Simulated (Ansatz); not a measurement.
# C: the cost of one run

Program: Ansatz 0.2.0. Level of theory: DFT PBE, scalar-relativistic, plane waves, PAW, and further levels as typed in the inputs. These are calculated values, not measurements.

### 1 The structure to begin with

It takes space group P2/m (No. 10, monoclinic). The conventional cell has a = 5.045 Å, b = 2.522 Å, c = 22.809 Å, α = 90.00°, β = 90.00°, γ = 90.00°. Around C (site symmetry m) lie 1 C at 1.38 Å. C (site symmetry m) is surrounded by 4 C at 1.54 to 1.65 Å. C (site symmetry m) has 4 C at 1.54 Å in its first shell of neighbours. Only part of the 12 independent sites is listed.

Coordinates:

```
C
1.0
     2.52225    0.00000    0.00000
     0.00000    5.04450    0.00000
     0.00000    0.00000   22.80925
C
24
Direct
  0.00000 0.11322 0.28497
  0.00000 0.38678 0.28497
  0.50000 0.00000 0.32407
  0.50000 0.50000 0.32407
  0.50000 0.25000 0.36316
  0.50000 0.75000 0.36316
  0.00000 0.25000 0.40226
  0.00000 0.75000 0.40226
  0.00000 0.00000 0.44136
  0.00000 0.50000 0.44136
  0.50000 0.00000 0.48045
  0.50000 0.50000 0.48045
  0.50000 0.25000 0.51955
  0.50000 0.75000 0.51955
  0.00000 0.25000 0.55864
  0.00000 0.75000 0.55864
  0.00000 0.00000 0.59774
  0.00000 0.50000 0.59774
  0.50000 0.00000 0.63684
  0.50000 0.50000 0.63684
  0.50000 0.25000 0.67593
  0.50000 0.75000 0.67593
  0.00000 0.36322 0.71503
  0.00000 0.63678 0.71503
```

### 2 Relaxing the atoms: C24 slab, no spin

File input.yaml:

```yaml
crystal:
  lattice:
    - [2.52225, 0.0, 0.0]
    - [0.0, 5.0445, 0.0]
    - [0.0, 0.0, 22.80925]
  atoms:
    - { symbol: C, position: [0.0, 0.1132174, 0.2849721] }
    - { symbol: C, position: [0.0, 0.3867826, 0.2849721] }
    - { symbol: C, position: [0.5, 0.0, 0.3240681] }
    - { symbol: C, position: [0.5, 0.5, 0.3240681] }
    - { symbol: C, position: [0.5, 0.25, 0.3631641] }
    - { symbol: C, position: [0.5, 0.75, 0.3631641] }
    - { symbol: C, position: [0.0, 0.25, 0.40226] }
    - { symbol: C, position: [0.0, 0.75, 0.40226] }
    - { symbol: C, position: [0.0, 0.0, 0.441356] }
    - { symbol: C, position: [0.0, 0.5, 0.441356] }
    - { symbol: C, position: [0.5, 0.0, 0.480452] }
    - { symbol: C, position: [0.5, 0.5, 0.480452] }
    - { symbol: C, position: [0.5, 0.25, 0.519548] }
    - { symbol: C, position: [0.5, 0.75, 0.519548] }
    - { symbol: C, position: [0.0, 0.25, 0.558644] }
    - { symbol: C, position: [0.0, 0.75, 0.558644] }
    - { symbol: C, position: [0.0, 0.0, 0.59774] }
    - { symbol: C, position: [0.0, 0.5, 0.59774] }
    - { symbol: C, position: [0.5, 0.0, 0.6368359] }
    - { symbol: C, position: [0.5, 0.5, 0.6368359] }
    - { symbol: C, position: [0.5, 0.25, 0.6759319] }
    - { symbol: C, position: [0.5, 0.75, 0.6759319] }
    - { symbol: C, position: [0.0, 0.3632174, 0.7150279] }
    - { symbol: C, position: [0.0, 0.6367826, 0.7150279] }
scf:
  occupations: { method: gaussian, width: 0.03 }
output:
  forces: true
  write_density: true
  write_potential: true
  elf: true
  volumetric_format: npy
hamiltonian:
  xc: pbe
kpoints:
  mp_grid: { grid: [8, 4, 1] }
relax:
  f_tol: 0.01
  max_steps: 100
```

Started as:

```
$ ansatz run input.yaml --threads 12 --pin off --max-ram 24576MiB --backend cpu --events-out ev --progress --plain --runs-dir out
```

What time and memory should one allow on 12 threads of Intel Xeon Platinum 8488C (Sapphire Rapids), shared host?

About 19 s, with a peak of 1.8 GiB.
